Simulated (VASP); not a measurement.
# SnTe (Fm-3m) in VASP: further runs

SnTe is run at these levels: PBE, r2SCAN; tasks: single point.

All numbers are computed with VASP 6.6.1; they aren't measurements. Logs are shortened: lines on timing, memory, paths and dates and some standing lists are left out, and cuts for length are marked.

**What was measured.**

A printed reference work, textbook reports, for a bulk crystal of SnTe at 300 K: band gap 0.18 eV (direct).

How close the calculation comes is told below.

### Step 1. The cell of the first run

Symmetry: Fm-3m, No. 225, cubic system. Conventional cell: a = 6.540 Å, b = 6.540 Å, c = 6.540 Å, α = 90.00°, β = 90.00°, γ = 90.00°. Within 4.3 Å of Sn (site symmetry m-3m) lie 6 Te at 3.27 Å. Te (site symmetry m-3m) has 6 Sn at 3.27 Å within 4.3 Å.

### Step 2. Single point, PBE (volume changed by +6%)

INCAR reads:

```
ALGO = Normal
EDIFF = 1E-6
ENCUT = 520
GGA = PE
ISIF = 2
ISMEAR = -1
LASPH = T
LCHARG = F
LREAL = F
LWAVE = F
NBANDS = 17
NELM = 60
PREC = Accurate
SIGMA = 0.02
```

KPOINTS reads:

```
k-points
0
Gamma
  6 6 6
```

POSCAR reads:

```
SnTe
1.0
    0.0000000000      3.2700877446      3.2700877446
    3.2700877446      0.0000000000      3.2700877446
    3.2700877446      3.2700877446      0.0000000000
Sn Te
1 1
Direct
    0.0000000000      0.0000000000      0.0000000000
    0.5000000000      0.5000000000      0.5000000000
```

Potentials or basis: VASP PAW PBE potentials, release 64 (Sn_d, Te).

Run with:

```sh
cat potpaw_PBE.64/Sn_d/POTCAR potpaw_PBE.64/Te/POTCAR > POTCAR
mpirun -np 1 vasp_std > vasp.out
```

OUTCAR:

```text
EDIFF = 1E-6
   ENCUT = 520
   GGA = PE
   ISIF = 2
   ISMEAR = -1
   LASPH = T
   LREAL = F
   NELM = 60
   PREC = Accurate

 ion  position               nearest neighbor table
   1  0.000  0.000  0.000-   2 3.27   2 3.27   2 3.27   2 3.27   2 3.27   2 3.27
   2  0.500  0.500  0.500-   1 3.27   1 3.27   1 3.27   1 3.27   1 3.27   1 3.27

  LATTYP: Found a face centered cubic cell.
 ALAT       =     6.5401754892

  Lattice vectors:

 A1 = (   0.0000000000,   3.2700877446,   3.2700877446)
 A2 = (   3.2700877446,   0.0000000000,   3.2700877446)
 A3 = (   3.2700877446,   3.2700877446,   0.0000000000)

Analysis of symmetry for initial positions (statically):
=====================================================================
 Subroutine PRICEL returns:
 Original cell was already a primitive cell.

 Routine SETGRP: Setting up the symmetry group for a
 face centered cubic supercell.

 Subroutine GETGRP returns: Found 48 space group operations
 (whereof 48 operations were pure point group operations)
 out of a pool of 48 trial point group operations.

The static configuration has the point symmetry O_h .

Analysis of symmetry for dynamics (positions and initial velocities):
=====================================================================
 Subroutine PRICEL returns:
 Original cell was already a primitive cell.

 Routine SETGRP: Setting up the symmetry group for a
 face centered cubic supercell.

 Subroutine GETGRP returns: Found 48 space group operations
 (whereof 48 operations were pure point group operations)
 out of a pool of 48 trial point group operations.

The dynamic configuration has the point symmetry O_h .

 Subroutine INISYM returns: Found 48 space group operations
 (whereof 48 operations are pure point group operations),
 and found     1 'primitive' translations

----------------------------------------------------------------------------------------

                                     Primitive cell

  volume of cell :      69.9372

  direct lattice vectors                    reciprocal lattice vectors
     0.000000000  3.270087745  3.270087745    -0.152901096  0.152901096  0.152901096
     3.270087745  0.000000000  3.270087745     0.152901096 -0.152901096  0.152901096
     3.270087745  3.270087745  0.000000000     0.152901096  0.152901096 -0.152901096

  length of vectors
     4.624602439  4.624602439  4.624602439     0.264832467  0.264832467  0.264832467

  position of ions in fractional coordinates (direct lattice)
     0.000000000  0.000000000  0.000000000
     0.500000000  0.500000000  0.500000000

  ion indices of the primitive-cell ions
   primitive index   ion index
                 1           1
                 2           2

----------------------------------------------------------------------------------------

 KPOINTS: k-points

Automatic generation of k-mesh.
 Grid dimensions read from file:
 generate k-points for:    6    6    6

 Generating k-lattice:

  Cartesian coordinates                     Fractional coordinates (reciprocal lattice)
    -0.025483516  0.025483516  0.025483516     0.166666667  0.000000000  0.000000000
     0.025483516 -0.025483516  0.025483516     0.000000000  0.166666667  0.000000000
     0.025483516  0.025483516 -0.025483516     0.000000000  0.000000000  0.166666667

  Length of vectors
     0.044138744  0.044138744  0.044138744

  Shift w.r.t. Gamma in fractional coordinates (k-lattice)
     0.000000000  0.000000000  0.000000000

 Subroutine IBZKPT returns following result:
 ===========================================

 Found     16 irreducible k-points:

 Following reciprocal coordinates:
            Coordinates               Weight
  0.000000  0.000000  0.000000      1.000000
  0.166667  0.000000  0.000000      8.000000
  0.333333  0.000000  0.000000      8.000000
  0.500000  0.000000  0.000000      4.000000
  0.166667  0.166667  0.000000      6.000000
  0.333333  0.166667  0.000000     24.000000
[... 8 lines left out ...]
 -0.333333  0.333333  0.166667     24.000000
 -0.333333  0.500000  0.166667     12.000000
   k-points           NKPTS =     16   k-points in BZ     NKDIM =     16   number of bands    NBANDS=     17
   number of dos      NEDOS =    301   number of ions     NIONS =      2
   total plane-waves  NPLWV =  46656
   dimension x,y,z NGX =    36 NGY =   36 NGZ =   36
   dimension x,y,z NGXF=    72 NGYF=   72 NGZF=   72
   ions per type =               1   1
   NGX,Y,Z   is equivalent  to a cutoff of  12.94, 12.94, 12.94 a.u.
   NGXF,Y,Z  is equivalent  to a cutoff of  25.88, 25.88, 25.88 a.u.
 SYSTEM =  unknown system
   PREC   = accura    normal or accurate (medium, high low for compatibility)
   ISTART =      0    job   : 0-new  1-cont  2-samecut
   ICHARG =      2    charge: 1-file 2-atom 10-const
   ISPIN  =      1    spin polarized calculation?
   LNONCOLLINEAR =      F non collinear calculations
   LSORBIT =      F    spin-orbit coupling
[... 50 lines left out ...]
 cond. band min:       5.7107315721   @ k =   0.5000   0.0000   0.0000
 fundamental gap:      0.2078514434
 Fermi energy:         5.6068058466

 k-point     1 :       0.0000    0.0000    0.0000
  band No.  band energies     occupation
      1     -16.2561      2.00000
      2     -16.2561      2.00000
      3     -16.2556      2.00000
      4     -16.2556      2.00000
      5     -16.2556      2.00000
      6      -6.3977      2.00000
[... 9 lines left out ...]
     16      10.5778      0.00000
     17      12.4251      0.00000

 k-point     2 :       0.1667    0.0000    0.0000
  band No.  band energies     occupation
      1     -16.2568      2.00000
      2     -16.2568      2.00000
      3     -16.2553      2.00000
      4     -16.2545      2.00000
      5     -16.2545      2.00000
      6      -6.2054      2.00000
[... 9 lines left out ...]
     16      11.0847      0.00000
     17      13.7885      0.00000

 k-point     3 :       0.3333    0.0000    0.0000
  band No.  band energies     occupation
      1     -16.2584      2.00000
      2     -16.2584      2.00000
      3     -16.2547      2.00000
      4     -16.2522      2.00000
      5     -16.2522      2.00000
      6      -5.7198      2.00000
[... 9 lines left out ...]
     16      12.4853      0.00000
     17      15.6450      0.00000

 k-point     4 :       0.5000    0.0000    0.0000
  band No.  band energies     occupation
      1     -16.2592      2.00000
      2     -16.2592      2.00000
      3     -16.2545      2.00000
      4     -16.2510      2.00000
      5     -16.2510      2.00000
      6      -5.3822      2.00000
[... 9 lines left out ...]
     16      14.3652      0.00000
     17      14.3652      0.00000

 k-point     5 :       0.1667    0.1667    0.0000
  band No.  band energies     occupation
      1     -16.2581      2.00000
      2     -16.2562      2.00000
      3     -16.2554      2.00000
      4     -16.2540      2.00000
      5     -16.2540      2.00000
      6      -6.1437      2.00000
[... 9 lines left out ...]
     16      11.8508      0.00000
     17      12.7253      0.00000

 k-point     6 :       0.3333    0.1667    0.0000
  band No.  band energies     occupation
      1     -16.2599      2.00000
      2     -16.2561      2.00000
      3     -16.2558      2.00000
      4     -16.2526      2.00000
      5     -16.2518      2.00000
      6      -5.7596      2.00000
[... 9 lines left out ...]
     16      13.2501      0.00000
     17      14.4141      0.00000
[... 121 lines left out ...]
 k-point    13 :       0.5000    0.5000    0.0000
  band No.  band energies     occupation
      1     -16.2653      2.00000
      2     -16.2578      2.00000
      3     -16.2533      2.00000
      4     -16.2491      2.00000
      5     -16.2491      2.00000
      6      -5.1717      2.00000
[... 9 lines left out ...]
     16      15.8489      0.00000
     17      15.8720      0.00000

 k-point    14 :       0.5000    0.3333    0.1667
  band No.  band energies     occupation
      1     -16.2612      2.00000
      2     -16.2562      2.00000
      3     -16.2553      2.00000
      4     -16.2514      2.00000
      5     -16.2509      2.00000
      6      -5.3985      2.00000
[... 9 lines left out ...]
     16      13.9158      0.00000
     17      14.3678      0.00000

 k-point    15 :      -0.3333    0.3333    0.1667
  band No.  band energies     occupation
      1     -16.2614      2.00000
      2     -16.2567      2.00000
      3     -16.2535      2.00000
      4     -16.2530      2.00000
      5     -16.2499      2.00000
      6      -5.1785      2.00000
[... 9 lines left out ...]
     16      15.3022      0.00000
     17      15.3719      0.00000

 k-point    16 :      -0.3333    0.5000    0.1667
  band No.  band energies     occupation
      1     -16.2632      2.00000
      2     -16.2557      2.00000
      3     -16.2551      2.00000
      4     -16.2513      2.00000
      5     -16.2491      2.00000
      6      -5.1213      2.00000
[... 9 lines left out ...]
     16      15.2307      0.00000
     17      16.3540      0.00000

------------------------ aborting loop because EDIFF is reached ----------------------------------------

  FORCE on cell =-STRESS in cart. coord.  units (eV):
  Direction    XX          YY          ZZ          XY          YZ          ZX
  --------------------------------------------------------------------------------------
  -------------------------------------------------------------------------------------
  Total       -0.9423525     -0.9423525     -0.9423525      0.0000000      0.0000000      0.0000000
  in kB      -21.5881666    -21.5881666    -21.5881666      0.0000000      0.0000000      0.0000000
  external PRESSURE =     -21.5881666 kB  Pullay stress =       0.0000000 kB

 VOLUME and BASIS-vectors are now :
 -----------------------------------------------------------------------------
  energy-cutoff  :      520.00
  volume of cell :       69.94
      direct lattice vectors                 reciprocal lattice vectors
     0.000000000  3.270087745  3.270087745    -0.152901096  0.152901096  0.152901096
     3.270087745  0.000000000  3.270087745     0.152901096 -0.152901096  0.152901096
     3.270087745  3.270087745  0.000000000     0.152901096  0.152901096 -0.152901096

 POSITION                                       TOTAL-FORCE (eV/Angst)
 -----------------------------------------------------------------------------------
      0.00000      0.00000      0.00000         0.000000      0.000000      0.000000
      3.27009      3.27009      3.27009         0.000000      0.000000     -0.000000
 -----------------------------------------------------------------------------------
    total drift:                               -0.000000      0.000000      0.000000

  FREE ENERGIE OF THE ION-ELECTRON SYSTEM (eV)
  ---------------------------------------------------
  free  energy   TOTEN  =        -7.5373376365 eV

  energy  without entropy=       -7.5372870651  energy(sigma->0) =       -7.53731235
```

Wall time 9.2 s (1 thread of Intel Xeon 6975P-C (Granite Rapids), shared host); peak memory 0.2 GiB.

What came out:

```yaml
Free_energy: -7.5373 eV
Pressure: -2.2 GPa
Band_gap_on_the_k_mesh: 0.21 eV, direct
```

Caveat: the cell differs from its parent crystal (volume changed by +6%); spin-orbit coupling is left out, which moves the levels of the heavy elements.

### Step 3. Single point, r2SCAN (volume changed by -6%)

POSCAR reads:

```
SnTe
1.0
    0.0000000000      3.1242474471      3.1242474471
    3.1242474471      0.0000000000      3.1242474471
    3.1242474471      3.1242474471      0.0000000000
Sn Te
1 1
Direct
    0.0000000000      0.0000000000      0.0000000000
    0.5000000000      0.5000000000      0.5000000000
```

INCAR.step1 reads:

```
ALGO     = Normal         # electronic algorithm
EDIFF    = 1E-4           # SCF threshold, eV
ENCUT    = 520            # plane-wave cutoff, eV
GGA      = PE             # functional
ISMEAR   = -1             # smearing method
LASPH    = True           # aspherical terms in the spheres
LCHARG   = False          # write CHGCAR
LREAL    = False          # projectors in reciprocal space
LWAVE    = True           # write WAVECAR
NBANDS   = 17             # bands
NELM     = 60             # most SCF steps
PREC     = Accurate       # precision mode
SIGMA    = 0.02           # smearing width, eV
```

INCAR.step2 reads:

```
ALGO     = Normal         # electronic algorithm
EDIFF    = 1E-7           # SCF threshold, eV
ENCUT    = 520            # plane-wave cutoff, eV
ISIF     = 2              # what is computed and relaxed
ISMEAR   = -1             # smearing method
ISTART   = 1            
LASPH    = True           # aspherical terms in the spheres
LCHARG   = False          # write CHGCAR
LMIXTAU  = True         
LREAL    = False          # projectors in reciprocal space
LWAVE    = False          # write WAVECAR
METAGGA  = R2SCAN         # meta-GGA
NBANDS   = 17             # bands
NELM     = 60             # most SCF steps
PREC     = Accurate       # precision mode
SIGMA    = 0.02           # smearing width, eV
```

KPOINTS is that of step 2.

Potentials or basis: VASP PAW PBE potentials, release 64 (Sn_d, Te).

Run with:

```sh
cat potpaw_PBE.64/Sn_d/POTCAR potpaw_PBE.64/Te/POTCAR > POTCAR
cp INCAR.step1 INCAR
mpirun -np 1 vasp_std > vasp.out
cp INCAR.step2 INCAR
mpirun -np 1 vasp_std > vasp.out
```

Wall time 37 s (1 thread of Intel Xeon 6975P-C (Granite Rapids), shared host); peak memory 0.21 GiB.

Results (log left out):

| Quantity | Value |
| --- | --- |
| Free energy | -50.6483 eV |
| Pressure | 3.0 GPa |
| Band gap on the k mesh | 0.06 eV, direct |

Levels at points of the mesh, in eV from the valence-band top:
| k point | band 7 | band 8 | band 9 | band 10 | band 11 | band 12 | band 13 | band 14 |
| --- | --- | --- | --- | --- | --- | --- | --- | --- |
| (0.00, 0.00, 0.00) | -4.73 | -2.67 | -2.67 | -2.67 | 3.39 | 3.39 | 3.39 | 4.81 |
| (0.50, 0.00, 0.00) | -9.07 | -2.29 | -2.29 | 0.00 | 0.06 | 0.13 | 0.13 | 8.19 |
| (0.50, 0.50, 0.00) | -6.90 | -6.28 | -4.36 | -4.36 | 2.11 | 5.15 | 5.15 | 6.83 |

Caveat: the cell differs from its parent crystal (volume changed by -6%); the PAW data sets were made with another functional, which shifts forces and pressure a little; spin-orbit coupling is left out, which moves the levels of the heavy elements.

### Step 4. Single point, r2SCAN (volume changed by -3%)

POSCAR reads:

```
SnTe
1.0
    0.0000000000      3.1571366793      3.1571366793
    3.1571366793      0.0000000000      3.1571366793
    3.1571366793      3.1571366793      0.0000000000
Sn Te
1 1
Direct
    0.0000000000      0.0000000000      0.0000000000
    0.5000000000      0.5000000000      0.5000000000
```

INCAR.step1 reads:

```
SYSTEM = SnTe
  ALGO = Normal
  EDIFF = 1E-4
  ENCUT = 520
  GGA = PE
  ISMEAR = -1
  LASPH = .True.
  LCHARG = .False.
  LREAL = .False.
  LWAVE = .True.
  NBANDS = 17
  NELM = 60
  PREC = Accurate
  SIGMA = 0.02
```

INCAR.step2 reads:

```
SYSTEM = SnTe
  ALGO = Normal
  EDIFF = 1E-6
  ENCUT = 520
  ISIF = 2
  ISMEAR = -1
  ISTART = 1
  LASPH = .True.
  LCHARG = .False.
  LMIXTAU = .True.
  LREAL = .False.
  LWAVE = .False.
  METAGGA = R2SCAN
  NBANDS = 17
  NELM = 60
  PREC = Accurate
  SIGMA = 0.02
```

KPOINTS reads:

```
k-points
0
Gamma
  6 6 6
  0 0 0
```

Run with:

```sh
cat potpaw_PBE.64/Sn_d/POTCAR potpaw_PBE.64/Te/POTCAR > POTCAR
cp INCAR.step1 INCAR
mpirun -np 1 vasp_std > vasp.out
cp INCAR.step2 INCAR
mpirun -np 1 vasp_std > vasp.out
```

Wall time 30 s (1 thread of Intel Xeon 6975P-C (Granite Rapids), shared host); peak memory 0.21 GiB.

The run converged. Its results:

```
Free energy            : -50.6751 eV
Pressure               : 1.4 GPa
Band gap on the k mesh : 0.05 eV, direct
```

Levels at points of the mesh, in eV from the valence-band top:
```csv
k point,band 8,band 9,band 10,band 11,band 12,band 13
"(0.00, 0.00, 0.00)",-2.54,-2.54,-2.54,3.35,3.35,3.35
"(0.50, 0.00, 0.00)",-2.17,-2.17,0.00,0.05,0.21,0.21
"(0.50, 0.50, 0.00)",-6.01,-4.16,-4.16,2.27,5.01,5.01
```

Caveat: the cell differs from its parent crystal (volume changed by -3%); the PAW data sets were made with another functional, which shifts forces and pressure a little; spin-orbit coupling is left out, which moves the levels of the heavy elements. A k mesh can miss the band edges.

### Step 5. Single point, r2SCAN

This run uses another cell than the first one, of 32.44 Å³/atom, 0.928 times its volume.

POSCAR reads:

```
SnTe
1.0
    0.0000000000      3.1893545849      3.1893545849
    3.1893545849      0.0000000000      3.1893545849
    3.1893545849      3.1893545849      0.0000000000
Sn Te
1 1
Direct
    0.0000000000      0.0000000000      0.0000000000
    0.5000000000      0.5000000000      0.5000000000
```

INCAR.step1 reads:

```
SYSTEM = SnTe
ALGO = Normal ; EDIFF = 1E-4
ENCUT = 520 ; GGA = PE
ISMEAR = -1 ; LASPH = .True.
LCHARG = .False. ; LREAL = .False.
LWAVE = .True. ; NBANDS = 17
NELM = 60 ; PREC = Accurate
SIGMA = 0.02
```

INCAR.step2 reads:

```
SYSTEM = SnTe
ALGO = Normal ; EDIFF = 1E-6
ENCUT = 520 ; ISIF = 2
ISMEAR = -1 ; ISTART = 1
LASPH = .True. ; LCHARG = .False.
LMIXTAU = .True. ; LREAL = .False.
LWAVE = .False. ; METAGGA = R2SCAN
NBANDS = 17 ; NELM = 60
PREC = Accurate ; SIGMA = 0.02
```

KPOINTS is that of step 4.

Run with:

```sh
cat potpaw_PBE.64/Sn_d/POTCAR potpaw_PBE.64/Te/POTCAR > POTCAR
cp INCAR.step1 INCAR
mpirun -np 1 vasp_std > vasp.out
cp INCAR.step2 INCAR
mpirun -np 1 vasp_std > vasp.out
```

Run time: 30 s. Hardware: 1 thread of Intel Xeon 6975P-C (Granite Rapids), shared host; peak memory 0.21 GiB.

Results (log left out):

```
Free energy            : -50.6839 eV
Pressure               : 0.0 GPa
Band gap on the k mesh : 0.14 eV, direct
```

Levels at points of the mesh, in eV from the valence-band top:
```csv
k point,band 6,band 7,band 8,band 9,band 10,band 11,band 12,band 13,band 14,band 15
"(0.00, 0.00, 0.00)",-13.21,-4.88,-2.37,-2.37,-2.37,3.36,3.36,3.36,5.04,5.04
"(0.50, 0.00, 0.00)",-11.94,-8.60,-2.01,-2.01,0.00,0.14,0.34,0.34,8.13,8.97
"(0.50, 0.50, 0.00)",-11.65,-6.73,-5.71,-3.93,-3.93,2.47,4.94,4.94,6.44,9.11
```

Caveat: the PAW data sets were made with another functional, which shifts forces and pressure a little; spin-orbit coupling is left out, which moves the levels of the heavy elements.

### Step 6. Overview

```csv
level,cell,gap on the mesh (eV),pressure (GPa)
PBE,"a = 4.625 Å, angles 60.0°, 2 atoms",0.21,-2.2
r2SCAN,"a = 4.418 Å, angles 60.0°, 2 atoms",0.06,3.0
r2SCAN,"a = 4.465 Å, angles 60.0°, 2 atoms",0.05,1.4
r2SCAN,"a = 4.510 Å, angles 60.0°, 2 atoms",0.14,0.0
```

Alike in all rows: task single point; potentials or basis VASP PAW PBE potentials, release 64 (Sn_d, Te); no spin polarisation; k mesh 6 × 6 × 6; cutoff (eV) 520; smearing fermi-dirac 0.02 eV.

Caveats: spin-orbit coupling is left out, which moves the levels of the heavy elements; the PAW data sets were made with another functional, which shifts forces and pressure a little (some runs).

Absolute energies hang on the potentials; compare differences alone.

### Step 7. Against experiment

Step 5. Against the measured gap of SnTe, 0.18 eV (direct; 300 K; a printed reference work, textbook), the calculated 0.14 eV is off by -0.04 eV. Spin-orbit coupling on Sn, Te is left out. The value is that of r2SCAN on a finite k mesh, which can miss the band edges, without temperature or zero-point motion.
